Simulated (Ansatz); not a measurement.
# ZnS: relaxation

Aim: relax the structure. Runs: cell and atoms relaxed (PAW); cell relaxed at -2 GPa (PAW); cell relaxed at 2 GPa (PAW); cell relaxed at 4 GPa (PAW); cell relaxed at 7 GPa (PAW); cell relaxed at 10 GPa (PAW); cell relaxed at 15 GPa (PAW).

The COD entry's cell or inner coordinates are ideal or old and differ from later refinements, so a difference from it is no clean test against experiment.

Computed with Ansatz 0.2.0 (DFT LDA, frozen-core PAW, scalar-relativistic unless said, unless a step's input says otherwise).

7 further runs of the same task are left out: 7 set aside as unsound or not needed.

**1. Starting point**

The structure is cubic, space group F-43m (No. 216). The conventional cell has a = 5.404 Å, b = 5.404 Å, c = 5.404 Å, α = 90.00°, β = 90.00°, γ = 90.00°. Around Zn (site symmetry -43m) lie 4 S at 2.34 Å. S (site symmetry -43m) is surrounded by 4 Zn at 2.34 Å.

Structure file:

```cif
data_structure
_symmetry_space_group_name_H-M 'F-43m'
_symmetry_Int_Tables_number 216
_cell_length_a 5.4040
_cell_length_b 5.4040
_cell_length_c 5.4040
_cell_angle_alpha 90.000
_cell_angle_beta 90.000
_cell_angle_gamma 90.000
_cell_volume 157.81
loop_
_atom_site_label
_atom_site_type_symbol
_atom_site_symmetry_multiplicity
_atom_site_Wyckoff_symbol
_atom_site_fract_x
_atom_site_fract_y
_atom_site_fract_z
_atom_site_occupancy
Zn1 Zn 4 d 0.75000 0.25000 0.25000 1
S1 S 4 a 0.00000 0.00000 0.00000 1
```

Cartesian axes are those of the input's lattice vectors. The structure goes back to a database entry.

**2. Cell and atoms relaxed, PAW**

The input, input.yaml:

```yaml
crystal:
  lattice:
    - [2.702, 2.702, 0.0]
    - [-2.702, 2.702, 0.0]
    - [0.0, 2.702, 2.702]
  atoms:
    - { symbol: Zn, position: [0.75, 0.25, 0.5] }
    - { symbol: S, position: [0.0, 0.0, 0.0] }
kpoints:
  mp_grid: { grid: [12, 12, 12] }
scf:
  occupations: { method: fermi_dirac, width: 0.08 }
hamiltonian:
  xc: lda
  pseudopotentials: { kind: paw }
relax:
  f_tol: 0.002
  max_steps: 80
  cell: {}
output:
  forces: true
  stress: true
```

The run is started by

```sh
$ ansatz run input.yaml --threads 1 --pin off --max-ram 3072MiB --backend cpu --events-out ev --progress --plain --runs-dir out
```

**3. Cell relaxed at -2 GPa, PAW**

The input, input.yaml:

```yaml
crystal:
  lattice:
    - [2.64846870836, 2.64846870836, 0.0]
    - [-2.64846870836, 2.64846870836, 0.0]
    - [0.0, 2.64846870836, 2.64846870836]
  atoms:
    - { symbol: Zn, position: [0.75, 0.25, 0.5] }
    - { symbol: S, position: [0.0, 0.0, 0.0] }
kpoints:
  mp_grid: { grid: [8, 8, 8] }
scf:
  occupations: { method: fixed }
hamiltonian:
  xc: lda
  pseudopotentials: { kind: paw }
relax:
  f_tol: 0.002
  max_steps: 80
  cell: { p_target: -2 }
output:
  forces: true
  stress: true
  write_density: true
  write_potential: true
  elf: true
  volumetric_format: npy
```

**4. Cell relaxed at 2 GPa, PAW**

Edit input.yaml of step 3 so:

```diff
@@ -18,3 +18,3 @@
   max_steps: 80
-  cell: { p_target: -2 }
+  cell: { p_target: 2 }
 output:
@@ -22,5 +22 @@
   stress: true
-  write_density: true
-  write_potential: true
-  elf: true
-  volumetric_format: npy
```

**5. Cell relaxed at 4 GPa, PAW**

Edit input.yaml of step 4 so:

```diff
@@ -18,3 +18,3 @@
   max_steps: 80
-  cell: { p_target: 2 }
+  cell: { p_target: 4 }
 output:
```

**6. Cell relaxed at 7 GPa, PAW**

Edit input.yaml of step 5 so:

```diff
@@ -18,3 +18,3 @@
   max_steps: 80
-  cell: { p_target: 4 }
+  cell: { p_target: 7 }
 output:
```

**7. Cell relaxed at 10 GPa, PAW**

Edit input.yaml of step 6 so:

```diff
@@ -18,3 +18,3 @@
   max_steps: 80
-  cell: { p_target: 7 }
+  cell: { p_target: 10 }
 output:
@@ -22 +22,5 @@
   stress: true
+  write_density: true
+  write_potential: true
+  elf: true
+  volumetric_format: npy
```

**8. Cell relaxed at 15 GPa, PAW**

Edit input.yaml of step 7 so:

```diff
@@ -18,3 +18,3 @@
   max_steps: 80
-  cell: { p_target: 10 }
+  cell: { p_target: 15 }
 output:
@@ -22,5 +22 @@
   stress: true
-  write_density: true
-  write_potential: true
-  elf: true
-  volumetric_format: npy
```

(Steps that only read results are left out.)

Q: Predict the outcome of this session. Wanted: cell; volume.

The runs gave:

| quantity | value |
| --- | --- |
| cell | a = 3.746 Å, b = 3.746 Å, c = 3.746 Å, α = 60.00°, β = 60.00°, γ = 90.00° |
| volume | 18.577 Å³/atom |

What this shows: The volume changes by -5.8 %. Cautions: frozen-core PAW files fitted under PBE, their cores solved anew for the functional of the run; the listed cell is idealised, measured hot or off later refinements.
